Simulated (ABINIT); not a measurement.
# Zn (Fm-3m) in ABINIT: equation of state

Aim: energy against volume of Zn in PBE, for its equilibrium volume and stiffness.

Program: ABINIT 10.8.3 (patched build). These are calculated values, not measurements. Logs are shortened: lines on timing, memory, paths and dates and some standing lists are left out, and cuts for length are marked. The log counts tension as positive stress, the text compression.

**1. The crystal as given**

It takes space group Fm-3m (No. 225, cubic). Conventional cell: a = 3.930 Å, b = 3.930 Å, c = 3.930 Å, α = 90.00°, β = 90.00°, γ = 90.00°. Around Zn (site symmetry m-3m) lie 12 Zn at 2.78 Å.

This isn't the form of Zn at room conditions, which is hcp.

**2. Equation of state, PBE**

run.abi reads:

```
ndtset 7
getwfk -1
scalecart1 3*0.9795861087
scalecart2 3*0.9864848297
scalecart3 3*0.9932883884
scalecart4 3*1.0000000000
scalecart5 3*1.0066227096
scalecart6 3*1.0131594038
scalecart7 3*1.0196128224

pp_dirpath "./"
pseudos "Zn.GGA_PBE-JTH.xml"

acell 3*1.0 Angstrom
rprim
     0.0000000000     1.9647760000     1.9647760000
     1.9647760000     0.0000000000     1.9647760000
     1.9647760000     1.9647760000     0.0000000000
ntypat 1
znucl 30
natom 1
typat 1
xred
     0.0000000000     0.0000000000     0.0000000000

ecut 22.0
pawecutdg 44.0

kptopt 1
ngkpt 12 12 12
nshiftk 1
shiftk 0.0 0.0 0.0

ixc 11

nband 10
occopt 3
tsmear 0.00183747

nstep 100
tolvrs 1.0e-9

iomode 3
prtwf 1
prtden 0
prteig 0
prtebands 0
enunit 2
```

Potentials or basis: JTH PAW PBE v2.0.

Started as:

```sh
abinit run.abi > log 2>&1
```

run.abo:

```text
.Version 10.8.3 of ABINIT
 DATASET    1 : space group Fm -3 m (#225); Bravais cF (face-center cubic)
================================================================================
 Values of the parameters that define the memory need for DATASET  1.
     intxc =       0    ionmov =       0      iscf =      17    lmnmax =      18
     lnmax =       6     mgfft =      24  mpssoang =       3    mqgrid =    3001
     natom =       1  nloc_mem =       2    nspden =       1   nspinor =       1
    nsppol =       1      nsym =      48    n1xccc =       1    ntypat =       1
    occopt =       3   xclevel =       2
       mpw =         495          nfft =       13824          nkpt =          72
 PAW method is used; the additional fine FFT grid is defined by:
   mgfftf=        32    nfftf =     32768
================================================================================
================================================================================
[... 71 lines left out ...]
 DATASET    7 : space group Fm -3 m (#225); Bravais cF (face-center cubic)
================================================================================
 Values of the parameters that define the memory need for DATASET  7.
     intxc =       0    ionmov =       0      iscf =      17    lmnmax =      18
     lnmax =       6     mgfft =      24  mpssoang =       3    mqgrid =    3001
     natom =       1  nloc_mem =       2    nspden =       1   nspinor =       1
    nsppol =       1      nsym =      48    n1xccc =       1    ntypat =       1
    occopt =       3   xclevel =       2
       mpw =         547          nfft =       13824          nkpt =          72
 PAW method is used; the additional fine FFT grid is defined by:
   mgfftf=        32    nfftf =     32768
================================================================================
================================================================================

--------------------------------------------------------------------------------
------------- Echo of variables that govern the present computation ------------
--------------------------------------------------------------------------------
 -outvars: echo values of preprocessed input variables --------
            acell      1.8897261259E+00  1.8897261259E+00  1.8897261259E+00 Bohr
              amu      6.53900000E+01
             ecut      2.20000000E+01 Hartree
           enunit           2
           getwfk          -1
                       outvar_i_n : Printing only first  50 k-points.
              ixc          11
           jdtset        1    2    3    4    5    6    7
                       outvar_i_n : Printing only first  50 k-points.
         kptrlatt       12    0    0      0   12    0      0    0   12
          kptrlen1     6.17235326E+01
          kptrlen2     6.21582196E+01
          kptrlen3     6.25869106E+01
          kptrlen4     6.30098079E+01
          kptrlen5     6.34271036E+01
          kptrlen6     6.38389794E+01
          kptrlen7     6.42456081E+01
            natom           1
            nband          10
           ndtset           7
            ngfft          24      24      24
          ngfftdg          32      32      32
             nkpt          72
            nstep         100
             nsym          48
           ntypat           1
                       prtocc : prtvol=0, do not print more k-points.
           occopt           3
        pawecutdg      4.40000000E+01 Hartree
         pawxcdev           0
           prtden           0
        prtebands           0
           prteig           0
            rprim1     0.0000000000E+00  1.9246672763E+00  1.9246672763E+00
                       1.9246672763E+00  0.0000000000E+00  1.9246672763E+00
                       1.9246672763E+00  1.9246672763E+00  0.0000000000E+00
            rprim2     0.0000000000E+00  1.9382217178E+00  1.9382217178E+00
                       1.9382217178E+00  0.0000000000E+00  1.9382217178E+00
                       1.9382217178E+00  1.9382217178E+00  0.0000000000E+00
            rprim3     0.0000000000E+00  1.9515891866E+00  1.9515891866E+00
                       1.9515891866E+00  0.0000000000E+00  1.9515891866E+00
                       1.9515891866E+00  1.9515891866E+00  0.0000000000E+00
            rprim4     0.0000000000E+00  1.9647760000E+00  1.9647760000E+00
                       1.9647760000E+00  0.0000000000E+00  1.9647760000E+00
                       1.9647760000E+00  1.9647760000E+00  0.0000000000E+00
            rprim5     0.0000000000E+00  1.9777881409E+00  1.9777881409E+00
                       1.9777881409E+00  0.0000000000E+00  1.9777881409E+00
                       1.9777881409E+00  1.9777881409E+00  0.0000000000E+00
            rprim6     0.0000000000E+00  1.9906312808E+00  1.9906312808E+00
                       1.9906312808E+00  0.0000000000E+00  1.9906312808E+00
                       1.9906312808E+00  1.9906312808E+00  0.0000000000E+00
            rprim7     0.0000000000E+00  2.0033108027E+00  2.0033108027E+00
                       2.0033108027E+00  0.0000000000E+00  2.0033108027E+00
                       2.0033108027E+00  2.0033108027E+00  0.0000000000E+00
          spgroup         225
           tolvrs      1.00000000E-09
           tsmear      1.83747000E-03 Hartree
            typat      1
           useylm           1
                       outvars : Printing only first  50 k-points.
            znucl       30.00000

================================================================================

 chkinp: Checking input parameters for consistency, jdtset=   1.

 chkinp: Checking input parameters for consistency, jdtset=   2.

 chkinp: Checking input parameters for consistency, jdtset=   3.

 chkinp: Checking input parameters for consistency, jdtset=   4.
[... 22 lines left out ...]
 Real(R)+Recip(G) space primitive vectors, cartesian coordinates (Bohr,Bohr^-1):
 R(1)=  0.0000000  3.6370940  3.6370940  G(1)= -0.1374724  0.1374724  0.1374724
 R(2)=  3.6370940  0.0000000  3.6370940  G(2)=  0.1374724 -0.1374724  0.1374724
 R(3)=  3.6370940  3.6370940  0.0000000  G(3)=  0.1374724  0.1374724 -0.1374724
 Unit cell volume ucvol=  9.6226255E+01 bohr^3
 Angles (23,13,12)=  6.00000000E+01  6.00000000E+01  6.00000000E+01 degrees

 Coarse grid specifications (used for wave-functions):

 getcut: wavevector=  0.0000  0.0000  0.0000  ngfft=  24  24  24
         ecut(hartree)=     22.000   => boxcut(ratio)=   2.20986

 getcut : COMMENT -
  Note that boxcut > 2.2 ; recall that boxcut=Gcut(box)/Gcut(sphere) = 2
  is sufficient for exact treatment of convolution.
  Such a large boxcut is a waste : you could raise ecut
  e.g. ecut=   26.859207 Hartrees makes boxcut=2

 Fine grid specifications (used for densities):

 getcut: wavevector=  0.0000  0.0000  0.0000  ngfft=  32  32  32
         ecut(hartree)=     44.000   => boxcut(ratio)=   2.08348

--- Pseudopotential description ------------------------------------------------
- pspini: atom type   1  psp file is ./Zn.GGA_PBE-JTH.xml
 Pseudopotential format is: paw10
 basis_size (lnmax)=  6 (lmn_size= 18), orbitals=   0   0   1   1   2   2
 Spheres core radius: rc_sph= 2.30769763
 Shapefunction is SIN type: shapef(r)=[sin(pi*r/rshp)/(pi*r/rshp)]**2
 Radius for shape functions =  1.80965103
 Compensation charge density is not taken into account in XC energy/potential

   9.89486173E+01                                ecore*ucvol(ha*bohr**3)
--------------------------------------------------------------------------------

[... 7 lines left out ...]

     iter   Etot(hartree)      deltaE(h)  residm     nres2
 ETOT  1  -64.064951597924    -6.406E+01 6.386E+00 1.884E+00
 ETOT  2  -64.309716574791    -2.448E-01 9.591E-01 8.874E-02
 ETOT  3  -64.309905115026    -1.885E-04 2.196E-01 4.758E-02
 ETOT  4  -64.309830570437     7.454E-05 1.012E-01 1.413E-02
 ETOT  5  -64.309846547144    -1.598E-05 3.502E-02 1.983E-03
 ETOT  6  -64.309903291939    -5.674E-05 2.194E-02 1.754E-04
 ETOT  7  -64.309912147522    -8.856E-06 2.001E-03 2.212E-05
 ETOT  8  -64.309912784711    -6.372E-07 2.405E-03 1.309E-04
 ETOT  9  -64.309912271094     5.136E-07 1.039E-03 1.444E-05
 ETOT 10  -64.309912412855    -1.418E-07 9.501E-04 1.143E-05
[... 1299 lines left out ...]
 Cartesian components of stress tensor (hartree/bohr^3)
  sigma(1 1)=  1.34575994E-04  sigma(3 2)=  0.00000000E+00
  sigma(2 2)=  1.34575994E-04  sigma(3 1)=  0.00000000E+00
  sigma(3 3)=  1.34575994E-04  sigma(2 1)=  0.00000000E+00

-Cartesian components of stress tensor (GPa)         [Pressure= -3.9594E+00 GPa]
- sigma(1 1)=  3.95936245E+00  sigma(3 2)=  0.00000000E+00
- sigma(2 2)=  3.95936245E+00  sigma(3 1)=  0.00000000E+00
- sigma(3 3)=  3.95936245E+00  sigma(2 1)=  0.00000000E+00

== END DATASET(S) ==============================================================
================================================================================

 -outvars: echo values of variables after computation  --------
            acell      1.8897261259E+00  1.8897261259E+00  1.8897261259E+00 Bohr
           etotal1    -6.4309912452E+01
           etotal2    -6.4310175269E+01
           etotal3    -6.4310314931E+01
           etotal4    -6.4310349023E+01
           etotal5    -6.4310291747E+01
           etotal6    -6.4310152195E+01
           etotal7    -6.4309935817E+01
            fcart1    -0.0000000000E+00 -0.0000000000E+00 -0.0000000000E+00
            fcart2    -0.0000000000E+00 -0.0000000000E+00 -0.0000000000E+00
            fcart3    -0.0000000000E+00 -0.0000000000E+00 -0.0000000000E+00
            fcart4    -0.0000000000E+00 -0.0000000000E+00 -0.0000000000E+00
            fcart5    -0.0000000000E+00 -0.0000000000E+00 -0.0000000000E+00
            fcart6    -0.0000000000E+00 -0.0000000000E+00 -0.0000000000E+00
            fcart7    -0.0000000000E+00 -0.0000000000E+00 -0.0000000000E+00
            rprim1     0.0000000000E+00  1.9246672763E+00  1.9246672763E+00
                       1.9246672763E+00  0.0000000000E+00  1.9246672763E+00
                       1.9246672763E+00  1.9246672763E+00  0.0000000000E+00
            rprim2     0.0000000000E+00  1.9382217178E+00  1.9382217178E+00
                       1.9382217178E+00  0.0000000000E+00  1.9382217178E+00
                       1.9382217178E+00  1.9382217178E+00  0.0000000000E+00
            rprim3     0.0000000000E+00  1.9515891866E+00  1.9515891866E+00
                       1.9515891866E+00  0.0000000000E+00  1.9515891866E+00
[... 9 lines left out ...]
                       1.9906312808E+00  1.9906312808E+00  0.0000000000E+00
            rprim7     0.0000000000E+00  2.0033108027E+00  2.0033108027E+00
                       2.0033108027E+00  0.0000000000E+00  2.0033108027E+00
                       2.0033108027E+00  2.0033108027E+00  0.0000000000E+00
           strten1    -1.4794376131E-04 -1.4794376131E-04 -1.4794376131E-04
                       0.0000000000E+00  0.0000000000E+00  0.0000000000E+00
           strten2    -8.4910749968E-05 -8.4910749968E-05 -8.4910749968E-05
                       0.0000000000E+00  0.0000000000E+00  0.0000000000E+00
           strten3    -2.9462493983E-05 -2.9462493983E-05 -2.9462493983E-05
                       0.0000000000E+00  0.0000000000E+00  0.0000000000E+00
           strten4     1.8226631165E-05  1.8226631165E-05  1.8226631165E-05
                       0.0000000000E+00  0.0000000000E+00  0.0000000000E+00
           strten5     6.0182359930E-05  6.0182359930E-05  6.0182359930E-05
                       0.0000000000E+00  0.0000000000E+00  0.0000000000E+00
           strten6     9.9198724792E-05  9.9198724792E-05  9.9198724792E-05
                       0.0000000000E+00  0.0000000000E+00  0.0000000000E+00
           strten7     1.3457599450E-04  1.3457599450E-04  1.3457599450E-04
                       0.0000000000E+00  0.0000000000E+00  0.0000000000E+00
 Calculation completed.
```

Wall time 2.2 min (1 thread of Arm Neoverse V1, shared host); peak memory 0.13 GiB.

What came out:

```yaml
Equilibrium_volume: 15.13 Å³/atom
Bulk_modulus: 68 GPa
Pressure_derivative_of_the_bulk_modulus: "5.2 (rough: it moves with the points fitted)"
```

Energy against volume, from the lowest point:
| volume (Å³/atom) | energy (meV/atom) |
| --- | --- |
| 14.259 | 11.88 |
| 14.563 | 4.73 |
| 14.866 | 0.93 |
| 15.169 | 0.00 |
| 15.473 | 1.56 |
| 15.776 | 5.36 |
| 16.080 | 11.24 |

Caveat: pressures at fixed basis lie under the slope of the energies.
